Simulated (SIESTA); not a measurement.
Ag:

```
CELL_PARAMETERS angstrom
0.00000 2.04275 2.04275
2.04275 0.00000 2.04275
2.04275 2.04275 0.00000
ATOMIC_POSITIONS crystal
Ag 0.00000 0.00000 0.00000
```

Program: SIESTA 5.4.2. Alike in all runs: task band structure; cell as given; smearing fermi-dirac 0.05 eV; grid cutoff 800 Ry; energy shift 0.002 Ry.

Order these runs on this cell by their pressure, lowest first.
A. level PBEGcGxHEG; potentials or basis PseudoDojo 0.4 standard (PBE files), DZP (energy shift 0.002 Ry); spin off; k mesh 11 × 11 × 11
B. level PBEsol; potentials or basis PseudoDojo 0.4 standard (PBEsol files, fully relativistic), TZP (energy shift 0.002 Ry); spin non-collinear, zero start, SOC; k mesh 8 × 8 × 8
C. level OLYP; potentials or basis PseudoDojo 0.4 standard (PBE files), DZP (energy shift 0.002 Ry); spin off; k mesh 11 × 11 × 11
D. level PBE; potentials or basis SPMS 1.0 NC or PseudoDojo by element (PBE files), DZP (energy shift 0.002 Ry); spin off; k mesh 11 × 11 × 11

A (-4.5 GPa), B (-1.9 GPa), D (3.4 GPa), C (7.5 GPa).

Caveats: semicore shells carry a single zeta, which can move pressures by several GPa and volumes by a few percent; the basis of atomic orbitals isn't converged, which shifts pressures, moduli and gaps; the potentials were made for another functional, which shifts forces and pressure (some runs).
